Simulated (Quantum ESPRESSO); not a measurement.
# AgCl (Chlorargyrite) (Fm-3m) in Quantum ESPRESSO: a series of runs

One crystal, AgCl (Chlorargyrite), is run at these levels: PBE; tasks: band structure.

All numbers are computed with Quantum ESPRESSO 7.5; they aren't measurements. Logs are shortened: lines on timing, memory, paths and dates and some standing lists are left out, and cuts for length are marked.

**The experiment to reproduce.**

A printed reference work, data compilation reports, for a bulk crystal of AgCl: band gap 3.249 eV (indirect).

The results are compared with them further down.

### Step 1. Starting point

Symmetry: Fm-3m, No. 225, cubic system. Conventional cell: a = 5.470 Å, b = 5.470 Å, c = 5.470 Å, α = 90.00°, β = 90.00°, γ = 90.00°. Ag (site symmetry m-3m) is surrounded by 6 Cl at 2.73 Å. Around Cl (site symmetry m-3m) lie 6 Ag at 2.73 Å.

### Step 2. Band structure, PBE

pw.in

```
&CONTROL
  calculation = 'scf'
  prefix = 'pwscf'
  outdir = './tmp'
  pseudo_dir = './pseudo'
  tprnfor = .true.
  tstress = .true.
  disk_io = 'low'
/
&SYSTEM
  ibrav = 0
  nat = 2
  ntyp = 2
  ecutwfc = 82
  nbnd = 20
  occupations = 'smearing'
  smearing = 'fd'
  degauss = 0.00367493
/
&ELECTRONS
  conv_thr = 4d-10
  electron_maxstep = 120
  mixing_beta = 0.5
/
ATOMIC_SPECIES
Ag   107.8682 Ag.upf
Cl    35.4500 Cl.upf
CELL_PARAMETERS angstrom
   0.0000000000    2.7350000000    2.7350000000
   2.7350000000    0.0000000000    2.7350000000
   2.7350000000    2.7350000000    0.0000000000
ATOMIC_POSITIONS crystal
Ag     0.0000000000    0.0000000000    0.0000000000
Cl     0.5000000000    0.5000000000    0.5000000000
K_POINTS automatic
8 8 8 0 0 0
```

bands.in

```
&CONTROL
  calculation = 'bands'
  prefix = 'pwscf'
  outdir = './tmp'
  pseudo_dir = './pseudo'
  disk_io = 'low'
  verbosity = 'high'
/
&SYSTEM
  ibrav = 0
  nat = 2
  ntyp = 2
  ecutwfc = 82
  nbnd = 20
  occupations = 'smearing'
  smearing = 'fd'
  degauss = 0.00367493
/
&ELECTRONS
  conv_thr = 1d-08
  electron_maxstep = 120
  mixing_beta = 0.5
  diago_full_acc = .true.
  startingwfc = 'random'
/
ATOMIC_SPECIES
Ag   107.8682 Ag.upf
Cl    35.4500 Cl.upf
CELL_PARAMETERS angstrom
   0.0000000000    2.7350000000    2.7350000000
   2.7350000000    0.0000000000    2.7350000000
   2.7350000000    2.7350000000    0.0000000000
ATOMIC_POSITIONS crystal
Ag     0.0000000000    0.0000000000    0.0000000000
Cl     0.5000000000    0.5000000000    0.5000000000
K_POINTS crystal
60
 0.0000000000  0.0000000000  0.0000000000 1
 0.0625000000  0.0000000000  0.0625000000 1
 0.1250000000  0.0000000000  0.1250000000 1
 0.1875000000  0.0000000000  0.1875000000 1
 0.2500000000  0.0000000000  0.2500000000 1
 0.3125000000  0.0000000000  0.3125000000 1
 0.3750000000  0.0000000000  0.3750000000 1
 0.4375000000  0.0000000000  0.4375000000 1
 0.5000000000  0.0000000000  0.5000000000 1
 0.5000000000  0.0625000000  0.5625000000 1
 0.5000000000  0.1250000000  0.6250000000 1
 0.5000000000  0.1875000000  0.6875000000 1
 0.5000000000  0.2500000000  0.7500000000 1
 0.4375000000  0.3125000000  0.7500000000 1
 0.3750000000  0.3750000000  0.7500000000 1
 0.3375000000  0.3375000000  0.6750000000 1
 0.3000000000  0.3000000000  0.6000000000 1
 0.2625000000  0.2625000000  0.5250000000 1
 0.2250000000  0.2250000000  0.4500000000 1
 0.1875000000  0.1875000000  0.3750000000 1
 0.1500000000  0.1500000000  0.3000000000 1
 0.1125000000  0.1125000000  0.2250000000 1
 0.0750000000  0.0750000000  0.1500000000 1
 0.0375000000  0.0375000000  0.0750000000 1
 0.0000000000  0.0000000000  0.0000000000 1
 0.0625000000  0.0625000000  0.0625000000 1
 0.1250000000  0.1250000000  0.1250000000 1
 0.1875000000  0.1875000000  0.1875000000 1
 0.2500000000  0.2500000000  0.2500000000 1
 0.3125000000  0.3125000000  0.3125000000 1
 0.3750000000  0.3750000000  0.3750000000 1
 0.4375000000  0.4375000000  0.4375000000 1
 0.5000000000  0.5000000000  0.5000000000 1
 0.5250000000  0.4500000000  0.5250000000 1
 0.5500000000  0.4000000000  0.5500000000 1
 0.5750000000  0.3500000000  0.5750000000 1
 0.6000000000  0.3000000000  0.6000000000 1
 0.6250000000  0.2500000000  0.6250000000 1
 0.5833333333  0.2500000000  0.6666666667 1
 0.5416666667  0.2500000000  0.7083333333 1
 0.5000000000  0.2500000000  0.7500000000 1
 0.5000000000  0.2857142857  0.7142857143 1
 0.5000000000  0.3214285714  0.6785714286 1
 0.5000000000  0.3571428571  0.6428571429 1
 0.5000000000  0.3928571429  0.6071428571 1
 0.5000000000  0.4285714286  0.5714285714 1
 0.5000000000  0.4642857143  0.5357142857 1
 0.5000000000  0.5000000000  0.5000000000 1
 0.4821428571  0.4821428571  0.5357142857 1
 0.4642857143  0.4642857143  0.5714285714 1
 0.4464285714  0.4464285714  0.6071428571 1
 0.4285714286  0.4285714286  0.6428571429 1
 0.4107142857  0.4107142857  0.6785714286 1
 0.3928571429  0.3928571429  0.7142857143 1
 0.3750000000  0.3750000000  0.7500000000 1
 0.6250000000  0.2500000000  0.6250000000 1
 0.5937500000  0.1875000000  0.5937500000 1
 0.5625000000  0.1250000000  0.5625000000 1
 0.5312500000  0.0625000000  0.5312500000 1
 0.5000000000  0.0000000000  0.5000000000 1
```

Potentials or basis: PseudoDojo 0.4.1 SR PBE standard.

On the command line:

```bash
$ OMP_NUM_THREADS=1 pw.x -in pw.in > pw.out
$ OMP_NUM_THREADS=1 pw.x -in bands.in > bands.out
```

pw.out:

```text
This program is part of the open-source Quantum ESPRESSO suite
     for quantum simulation of materials; please cite
[... 9 lines left out ...]
     --------------------
     sticks:   dense  smooth     PW     G-vecs:    dense   smooth      PW
     Sum        1201    1201    361                27581    27581    4477

     Using Slab Decomposition

     bravais-lattice index     =            0
     lattice parameter (alat)  =       7.3092  a.u.
     unit-cell volume          =     276.1205 (a.u.)^3
     number of atoms/cell      =            2
     number of atomic types    =            2
     number of electrons       =        26.00
     number of Kohn-Sham states=           20
     kinetic-energy cutoff     =      82.0000  Ry
     charge density cutoff     =     328.0000  Ry
     scf convergence threshold =      4.0E-10
     mixing beta               =       0.5000
     number of iterations used =            8  plain     mixing
     Exchange-correlation= PBE
                           (   1   4   3   4   0   0   0)

     celldm(1)=   7.309223  celldm(2)=   0.000000  celldm(3)=   0.000000
     celldm(4)=   0.000000  celldm(5)=   0.000000  celldm(6)=   0.000000

     crystal axes: (cart. coord. in units of alat)
               a(1) = (   0.000000   0.707107   0.707107 )
               a(2) = (   0.707107   0.000000   0.707107 )
               a(3) = (   0.707107   0.707107   0.000000 )

     reciprocal axes: (cart. coord. in units 2 pi/alat)
               b(1) = ( -0.707107  0.707107  0.707107 )
               b(2) = (  0.707107 -0.707107  0.707107 )
               b(3) = (  0.707107  0.707107 -0.707107 )

     PseudoPot. # 1 for Ag read from file:
     Ag.upf
     Pseudo is Norm-conserving + core correction, Zval = 19.0
     Generated using ONCVPSP code by D. R. Hamann
     Using radial grid of 1538 points,  6 beta functions with:
                l(1) =   0
                l(2) =   0
                l(3) =   1
                l(4) =   1
                l(5) =   2
                l(6) =   2

     PseudoPot. # 2 for Cl read from file:
     Cl.upf
     Pseudo is Norm-conserving + core correction, Zval =  7.0
     Generated using ONCVPSP code by D. R. Hamann
     Using radial grid of 1028 points,  6 beta functions with:
                l(1) =   0
                l(2) =   0
                l(3) =   1
                l(4) =   1
                l(5) =   2
                l(6) =   2

     atomic species   valence    mass     pseudopotential
     Ag               19.00   107.86820     Ag( 1.00)
     Cl                7.00    35.45000     Cl( 1.00)

     48 Sym. Ops., with inversion, found

   Cartesian axes

     site n.     atom                  positions (alat units)
         1        Ag     tau(   1) = (   0.0000000   0.0000000   0.0000000  )
         2        Cl     tau(   2) = (   0.7071068   0.7071068   0.7071068  )

     number of k points=    29  Fermi-Dirac smearing, width (Ry)=  0.0037
                       cart. coord. in units 2pi/alat
        k(    1) = (   0.0000000   0.0000000   0.0000000), wk =   0.0039062
        k(    2) = (   0.0883883   0.0883883  -0.0883883), wk =   0.0312500
        k(    3) = (   0.1767767   0.1767767  -0.1767767), wk =   0.0312500
        k(    4) = (   0.2651650   0.2651650  -0.2651650), wk =   0.0312500
        k(    5) = (  -0.3535534  -0.3535534   0.3535534), wk =   0.0156250
        k(    6) = (   0.1767767   0.0000000   0.0000000), wk =   0.0234375
[... 21 lines left out ...]
        k(   28) = (  -0.7071068   0.1767767  -0.0000000), wk =   0.0468750
        k(   29) = (  -0.7071068   0.3535534   0.0000000), wk =   0.0234375

     Dense  grid:    27581 G-vectors     FFT dimensions: (  45,  45,  45)

     Initial potential from superposition of free atoms

     starting charge      25.9995, renormalised to      26.0000
     Starting wfcs are   14 randomized atomic wfcs +    6 random wfcs

     Self-consistent Calculation

     iteration #  1     ecut=    82.00 Ry     beta= 0.50
     Davidson diagonalization with overlap
     ethr =  1.00E-02,  avg # of iterations =  6.6

     Threshold (ethr) on eigenvalues was too large:
     Diagonalizing with lowered threshold

     Davidson diagonalization with overlap
     ethr =  1.59E-04,  avg # of iterations =  3.5

     total energy              =    -342.88279362 Ry
     estimated scf accuracy    <       0.04019908 Ry

     iteration #  2     ecut=    82.00 Ry     beta= 0.50
     Davidson diagonalization with overlap
     ethr =  1.55E-04,  avg # of iterations =  2.0
[... 36 lines left out ...]
     total energy              =    -342.89507048 Ry
     estimated scf accuracy    <       0.00000004 Ry

     iteration #  8     ecut=    82.00 Ry     beta= 0.50
     Davidson diagonalization with overlap
     ethr =  1.66E-10,  avg # of iterations =  2.0

     End of self-consistent calculation

          k = 0.0000 0.0000 0.0000 (  3479 PWs)   bands (ev):

   -81.0233 -44.5508 -44.5508 -44.5508  -6.5703   6.2448   6.2448   6.2448
     6.2889   6.2889   6.3714   6.3714   6.3714   9.7672  19.5324  19.5324
    19.5324  21.2251  22.4076  22.4079

          k = 0.0884 0.0884-0.0884 (  3476 PWs)   bands (ev):

   -81.0233 -44.5514 -44.5509 -44.5509  -6.5029   5.4915   5.5540   5.5540
     6.3048   6.3048   6.5566   7.1813   7.1813  10.5032  18.2422  19.2538
    19.2538  20.8201  20.8201  21.7373
[... 13 lines left out ...]
          k =-0.3536-0.3536 0.3536 (  3444 PWs)   bands (ev):

   -81.0232 -44.5544 -44.5514 -44.5514  -6.0708   3.2730   4.4274   4.4274
     6.6512   6.6512   6.9861   8.8606   8.8606  12.9835  15.6328  16.3924
    16.3924  22.2226  22.2227  22.6018

          k = 0.1768 0.0000 0.0000 (  3475 PWs)   bands (ev):

   -81.0233 -44.5513 -44.5510 -44.5510  -6.4830   4.9809   5.8544   5.8544
     6.1909   6.3189   6.7676   6.7676   7.2071  10.8022  18.5321  18.7886
    19.1074  19.1074  22.5529  22.8544

          k = 0.2652 0.0884-0.0884 (  3473 PWs)   bands (ev):

   -81.0233 -44.5523 -44.5513 -44.5512  -6.3537   4.3760   5.2658   5.3439
     6.2656   6.4638   6.7933   7.2778   7.8265  11.9180  16.8398  17.6139
    18.5807  19.6573  22.0970  22.9807
[... 19 lines left out ...]
          k =-0.0884-0.2652 0.2652 (  3463 PWs)   bands (ev):

   -81.0232 -44.5531 -44.5516 -44.5512  -6.2351   3.9945   4.6475   5.0177
     6.4570   6.5541   6.8636   7.5209   8.6061  12.7031  15.9935  17.0643
    17.4193  20.4070  22.3189  22.8376

          k = 0.0000-0.1768 0.1768 (  3465 PWs)   bands (ev):

   -81.0233 -44.5520 -44.5513 -44.5510  -6.4036   4.7260   5.0367   5.5478
     6.3358   6.4378   6.8859   6.8895   7.9775  11.4374  17.5924  17.7317
    18.7326  19.7861  21.6239  22.7798

          k = 0.3536 0.0000 0.0000 (  3479 PWs)   bands (ev):

   -81.0232 -44.5525 -44.5515 -44.5515  -6.2873   4.1012   5.5929   5.5929
     6.0620   6.3919   6.9806   6.9806   7.4477  12.3708  16.2298  17.5212
    18.9949  18.9949  22.9863  24.9622

          k = 0.4419 0.0884-0.0884 (  3470 PWs)   bands (ev):

   -81.0232 -44.5533 -44.5519 -44.5518  -6.1692   3.9362   5.1123   5.2330
     6.1813   6.6095   6.9119   7.2187   7.7164  12.5266  15.8905  17.0265
    18.8130  19.7970  23.1311  24.4454
[... 7 lines left out ...]
          k =-0.0884-0.4419 0.4419 (  3463 PWs)   bands (ev):

   -81.0232 -44.5537 -44.5526 -44.5517  -6.0435   3.7900   4.5373   4.5524
     6.5765   6.6471   6.9319   7.4519   8.4461  13.6378  14.8826  16.8152
    17.5167  21.5928  21.6452  24.3933

          k = 0.0000-0.3536 0.3536 (  3463 PWs)   bands (ev):

   -81.0232 -44.5534 -44.5524 -44.5514  -6.1147   3.7579   4.5048   4.8509
     6.5392   6.6412   7.0633   7.1207   8.7819  13.9294  14.8086  16.5714
    17.2201  20.6596  22.8578  24.9065

          k = 0.5303-0.0000 0.0000 (  3451 PWs)   bands (ev):

   -81.0232 -44.5537 -44.5521 -44.5521  -6.1198   4.0127   5.5490   5.5490
     5.9349   6.4658   6.8927   6.8927   7.2384  11.7292  16.8626  16.9460
    19.7769  19.7769  23.6318  24.5557

          k =-0.0884-0.6187 0.6187 (  3444 PWs)   bands (ev):

   -81.0231 -44.5539 -44.5524 -44.5521  -6.0627   4.1770   5.0661   5.2411
     6.1452   6.7328   6.8340   7.0136   7.1443  11.6727  16.6222  17.2446
    19.6992  20.3983  23.3087  23.8905

          k = 0.0000-0.5303 0.5303 (  3444 PWs)   bands (ev):

   -81.0231 -44.5536 -44.5530 -44.5520  -6.0311   4.3552   4.3902   4.8221
     6.3924   6.7165   6.9014   7.1101   7.7327  12.4544  16.0939  17.0352
    18.7051  20.6050  22.2465  24.4650

          k =-0.7071 0.0000 0.0000 (  3442 PWs)   bands (ev):

   -81.0231 -44.5542 -44.5523 -44.5523  -6.0607   4.2332   5.5841   5.5841
     5.8828   6.4966   6.7816   6.7816   6.8972  11.1694  16.7632  17.6413
    20.6062  20.6062  23.5221  24.0393

          k = 0.3536 0.1768 0.0000 (  3479 PWs)   bands (ev):

   -81.0232 -44.5529 -44.5518 -44.5514  -6.2298   4.0012   4.8598   5.2369
     6.3462   6.5717   7.0185   7.0304   8.2511  12.8000  15.7930  16.9425
    18.2411  19.8326  22.7143  24.4035

          k =-0.2652-0.4419 0.6187 (  3461 PWs)   bands (ev):

   -81.0232 -44.5536 -44.5522 -44.5516  -6.1006   3.7778   4.5498   4.8133
     6.4796   6.6601   6.9306   7.4656   8.4507  13.5125  14.9385  16.7747
    17.6359  20.7488  22.9440  23.9905
[... 13 lines left out ...]
          k =-0.0884-0.4419 0.6187 (  3457 PWs)   bands (ev):

   -81.0231 -44.5536 -44.5528 -44.5521  -6.0334   4.1742   4.5178   4.7597
     6.4973   6.7045   6.8621   7.1634   7.7421  12.8759  15.9507  16.8772
    17.9273  21.2965  22.6243  23.8820

          k = 0.0000-0.3536 0.5303 (  3471 PWs)   bands (ev):

   -81.0232 -44.5534 -44.5530 -44.5519  -6.0386   3.9721   4.5598   4.6433
     6.6143   6.6258   6.9519   7.0991   8.1493  13.5064  15.3233  16.6467
    17.7022  21.4186  21.9974  24.7314

          k =-0.7071 0.1768-0.0000 (  3444 PWs)   bands (ev):

   -81.0231 -44.5539 -44.5525 -44.5523  -6.0403   4.3149   4.8236   5.0674
     6.3768   6.7734   6.7819   6.8036   7.2872  11.9280  16.6269  17.2878
    18.7238  21.2488  23.2216  23.5067

          k =-0.7071 0.3536 0.0000 (  3448 PWs)   bands (ev):

   -81.0231 -44.5532 -44.5532 -44.5523  -6.0196   4.3818   4.5854   4.5854
     6.7369   6.7369   6.7821   6.7958   7.5840  13.1094  16.7336  16.7336
    16.8700  22.4161  22.4161  23.4914

     the Fermi energy is     9.3906 ev

!    total energy              =    -342.89507049 Ry
     estimated scf accuracy    <          3.6E-10 Ry
     smearing contrib. (-TS)   =      -0.00000016 Ry
     internal energy E=F+TS    =    -342.89507033 Ry

     The total energy is F=E-TS. E is the sum of the following terms:
     one-electron contribution =    -176.76526084 Ry
     hartree contribution      =      99.13811974 Ry
     xc contribution           =     -55.37105607 Ry
     ewald contribution        =    -209.89687317 Ry

     convergence has been achieved in   8 iterations

     Forces acting on atoms (cartesian axes, Ry/au):

     atom    1 type  1   force =     0.00000000    0.00000000    0.00000000
     atom    2 type  2   force =     0.00000000    0.00000000    0.00000000

     Total force =     0.000000     Total SCF correction =     0.000000

     Computing stress (Cartesian axis) and pressure

          total   stress  (Ry/bohr**3)                   (kbar)     P=       38.43
   0.00026124  -0.00000000  -0.00000000           38.43       -0.00       -0.00
  -0.00000000   0.00026124  -0.00000000           -0.00       38.43       -0.00
  -0.00000000  -0.00000000   0.00026124           -0.00       -0.00       38.43

=------------------------------------------------------------------------------=
   JOB DONE.
=------------------------------------------------------------------------------=
```

Run time: 1.8 min. Hardware: 1 thread of Arm Neoverse V1, shared host; peak memory 0.1 GiB.

What came out:

- Free energy: -4665.3251 eV
- Pressure: 3.8 GPa
- Band gap on the k mesh: 0.91 eV, indirect (least direct gap 3.32 eV)
- Band gap along the path: 0.91 eV, indirect (least direct gap 3.15 eV)

Levels at the corners of the path, in eV from the valence-band top:
```
point  band 10  band 11  band 12  band 13  band 14  band 15  band 16  band 17
    Γ    -2.57    -2.49    -2.49    -2.49     0.91    10.67    10.67    10.67
    X    -2.36    -2.08    -2.08    -1.96     2.31     7.90     8.78    11.75
    W    -2.12    -2.08    -2.06    -1.28     4.25     7.87     7.87     8.01
    K    -2.14    -1.96    -1.75    -1.13     3.59     7.23     8.17     9.84
    Γ    -2.57    -2.49    -2.49    -2.49     0.91    10.67    10.67    10.67
    L    -2.21    -1.87     0.00     0.00     4.12     6.77     7.53     7.53
    U    -2.14    -1.96    -1.75    -1.13     3.59     7.23     8.17     9.84
    W    -2.12    -2.08    -2.06    -1.28     4.25     7.87     7.87     8.01
    L    -2.21    -1.87     0.00     0.00     4.12     6.77     7.53     7.53
    K    -2.14    -1.96    -1.75    -1.13     3.59     7.23     8.17     9.84
    U    -2.14    -1.96    -1.75    -1.13     3.59     7.23     8.17     9.84
    X    -2.36    -2.08    -2.08    -1.96     2.31     7.90     8.78    11.75
```

### Step 3. Band structure, PBE, spin-orbit coupling, no magnetisation

pw.in, as its differences from that of step 2:

```diff
@@ -14,3 +14,3 @@
   ecutwfc = 82
-  nbnd = 20
+  nbnd = 40
   occupations = 'smearing'
@@ -18,2 +18,4 @@
   degauss = 0.00367493
+  noncolin = .true.
+  lspinorb = .true.
 /
```

bands.in, as its differences from that of step 2:

```diff
@@ -13,3 +13,3 @@
   ecutwfc = 82
-  nbnd = 20
+  nbnd = 40
   occupations = 'smearing'
@@ -17,2 +17,4 @@
   degauss = 0.00367493
+  noncolin = .true.
+  lspinorb = .true.
 /
```

Potentials or basis: PseudoDojo 0.4 FR PBE standard.

On the command line:

```bash
$ OMP_NUM_THREADS=1 pw.x -in pw.in > pw.out
$ OMP_NUM_THREADS=1 pw.x -in bands.in > bands.out
```

Wall time 8.4 min (1 thread of Arm Neoverse V1, shared host); peak memory 0.31 GiB.

The run converged. Its results:

- Free energy: -4664.9072 eV
- Pressure: 3.9 GPa
- Band gap on the k mesh: 0.87 eV, indirect (least direct gap 3.28 eV)
- Band gap along the path: 0.87 eV, indirect (least direct gap 3.10 eV)

Levels at the corners of the path, in eV from the valence-band top:
```csv
point,band 22,band 23,band 24,band 25,band 26,band 27,band 28,band 29,band 30,band 31
Γ,-2.45,-2.42,-2.42,-2.42,-2.42,0.87,0.87,10.60,10.60,10.60
X,-2.38,-1.95,-1.95,-1.82,-1.82,2.27,2.27,7.86,7.86,8.73
W,-1.95,-1.89,-1.89,-1.27,-1.27,4.21,4.21,7.76,7.76,7.84
K,-1.92,-1.68,-1.68,-1.13,-1.13,3.55,3.55,7.19,7.19,8.13
Γ,-2.45,-2.42,-2.42,-2.42,-2.42,0.87,0.87,10.60,10.60,10.60
L,-1.82,-0.04,-0.04,0.00,0.00,4.07,4.07,6.73,6.73,7.37
U,-1.92,-1.68,-1.68,-1.13,-1.13,3.55,3.55,7.19,7.19,8.13
W,-1.95,-1.89,-1.89,-1.27,-1.27,4.21,4.21,7.76,7.76,7.84
L,-1.82,-0.04,-0.04,0.00,0.00,4.07,4.07,6.73,6.73,7.37
K,-1.92,-1.68,-1.68,-1.13,-1.13,3.55,3.55,7.19,7.19,8.13
U,-1.92,-1.68,-1.68,-1.13,-1.13,3.55,3.55,7.19,7.19,8.13
X,-2.38,-1.95,-1.95,-1.82,-1.82,2.27,2.27,7.86,7.86,8.73
```

### Step 4. How close it comes

Step 2. A measured gap of AgCl is 3.249 eV (indirect; a printed reference work, data compilation); the calculated 0.91 eV misses it by -2.34 eV. So large a miss can be the level of theory's own, or it may mean another phase, state or a wrong row. Spin-orbit coupling on Ag is left out. The value is that of PBE, without temperature or zero-point motion. Semilocal functionals fall short of measured gaps as a rule.

Step 3. Measured gap of AgCl: 3.249 eV (indirect; a printed reference work, data compilation). This calculation gives 0.87 eV (-2.38 eV). So large a miss can be the level of theory's own, or it may mean another phase, state or a wrong row. The value is that of PBE, without temperature or zero-point motion. Semilocal functionals fall short of measured gaps as a rule.
